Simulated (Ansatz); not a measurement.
## How settings move the G0W0 gap of BaS (Fm-3m)

A 2-atom cell of BaS started from a crystallographic database, relaxed with r2SCAN; one-shot G0W0 in Ansatz without spin-orbit coupling. No spin polarisation and no zero-point or thermal motion.

```yaml
crystal:
  lattice:
    - [0.00000, 3.21191, 3.21191]
    - [3.21191, 0.00000, 3.21191]
    - [3.21191, 3.21191, 0.00000]
  atoms:
    - { symbol: Ba, position: [0.00000, 0.00000, 0.00000] }
    - { symbol: S, position: [0.50000, 0.50000, 0.50000] }
```

Gaps are read over the mesh points alone. G0W0 values are finite-basis, finite-mesh values.
```
 start       potentials      frequency model   mesh  empty bands  screening cutoff (eV)  Kohn-Sham gap (eV)  G0W0 gap (eV)
   PBE              PAW  contour deformation  4×4×4          150                    100                2.23           3.37
   PBE              PAW  contour deformation  4×4×4          363                    180                2.23           3.50
   PBE              PAW  contour deformation  4×4×4          705                    260                2.23           3.55
 HSE06              PAW  contour deformation  4×4×4          363                    180                3.14           3.98
r2SCAN              PAW  contour deformation  4×4×4          363                    180                2.57           3.73
  PBE0              PAW  contour deformation  4×4×4          363                    180                3.83           4.20
   PBE              PAW     Godby-Needs pole  4×4×4          363                    180                2.23           3.46
   PBE              PAW  contour deformation  6×6×6          107                     80                2.23           3.33
   PBE  norm-conserving  contour deformation  4×4×4          363                    180                2.23           3.50
```

G0W0 moves the gap on the mesh from 2.23 eV (PBE) to 3.55 eV (Γ to X). Renormalisation factors Z lie between 0.74 and 0.81.

Raising bands and cutoff together moves the gap by +0.13 eV (100 to 180 eV), then +0.05 eV (180 to 260 eV); the last step is still large, so the basis limit isn't reached. Starting from HSE06 (3.14 eV against PBE's 2.23 eV) gives 3.98 eV, +0.48 eV from G0W0@PBE at the same screening cutoff. Starting from r2SCAN (2.57 eV against PBE's 2.23 eV) gives 3.73 eV, +0.23 eV from G0W0@PBE at the same screening cutoff. Starting from PBE0 (3.83 eV against PBE's 2.23 eV) gives 4.20 eV, +0.70 eV from G0W0@PBE at the same screening cutoff. The Godby-Needs plasmon pole differs from contour deformation by -0.04 eV. Norm-conserving potentials (wave cutoff 770 eV against 420 eV) shift the quasiparticle gap by 0.00 eV and the PBE gap by 0.00 eV. r2SCAN runs take a wave cutoff of 500 eV.
